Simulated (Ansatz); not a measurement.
# CdGeAs2: single point with PBE0

**What was measured.**

A printed reference work, data compilation, original work of 1975 reports, for a bulk crystal of CdGeAs2 at 300 K: band gap 0.57 eV (direct).

Crystal: CdGeAs2.

```
Cd As Ge
1.0
    -2.98887    2.98887    5.66430
     2.98887   -2.98887    5.66430
     2.98887    2.98887   -5.66430
Cd As Ge
2 4 2
Cartesian
  0.0000 0.0000 5.6643
  2.9889 0.0000 2.8321
  1.4944 1.3224 -1.4161
  1.6665 -1.4944 7.0804
  1.4944 1.6665 4.2482
  1.3224 4.4833 1.4161
  0.0000 2.9889 2.8321
  0.0000 0.0000 0.0000
```

The cell is a database's computed one.

```
Program             : Ansatz 0.2.0
Task                : single point
Functional          : PBE0
Potentials or basis : Ansatz PAW
Cutoff              : 420 eV (not typed: the program's choice for these potentials)
k mesh              : 4 × 4 × 4
Occupations         : fermi-dirac, width 0.05 eV
Spin                : no spin polarisation
```

- Pressure: -0.2 GPa
- Largest force: 0.037 eV/Å
- Band gap on the k mesh: 0.99 eV, direct

Forces in eV/Å, atoms in the order of the input:
```
Cd   0.000  0.000  0.000
Cd   0.000  0.000  0.000
As   0.000 -0.037  0.000
As   0.037  0.000  0.000
As   0.000  0.037  0.000
As  -0.037  0.000  0.000
Ge   0.000  0.000  0.000
Ge   0.000  0.000  0.000
```

Stress tensor (GPa, compression positive):
```
-0.14  0.00  0.00
 0.00 -0.14  0.00
 0.00  0.00 -0.22
```

Levels at points of the mesh, in eV from the valence-band top:
```
              k point  band 61  band 62  band 63  band 64  band 65  band 66  band 67  band 68
   (0.00, 0.00, 0.00)    -2.46    -0.23    -0.23     0.00     0.99     2.45     2.96     4.21
  (0.00, 0.00, -0.50)    -1.28    -1.28    -0.76    -0.76     1.85     1.85     3.80     3.80
  (0.00, -0.50, 0.00)    -2.34    -1.79    -1.44    -0.84     3.05     3.30     3.96     4.70
(-0.50, -0.50, -0.50)    -2.12    -2.12    -1.22    -1.22     2.58     2.58     2.77     2.77
```

Run time: 44 s on 1 × NVIDIA H100 80GB HBM3 with 2 threads of AMD EPYC 7R13 Processor (Zen 3), with other jobs on the host, peak memory 4.6 GiB.

A measured gap of CdGeAs2 is 0.57 eV (direct; 300 K; a printed reference work, data compilation, original work of 1975); the calculated 0.99 eV misses it by +0.42 eV. Spin-orbit coupling on As, Cd, Ge is left out. The value is that of PBE0, without temperature or zero-point motion. The cell is a database's relaxed one, not the measured one, which moves gaps too.

Caveat: the PAW data sets come from PBE, with cores solved anew for the run's functional, which leaves a small shift of forces and pressure; the thresholds are loose for stress.
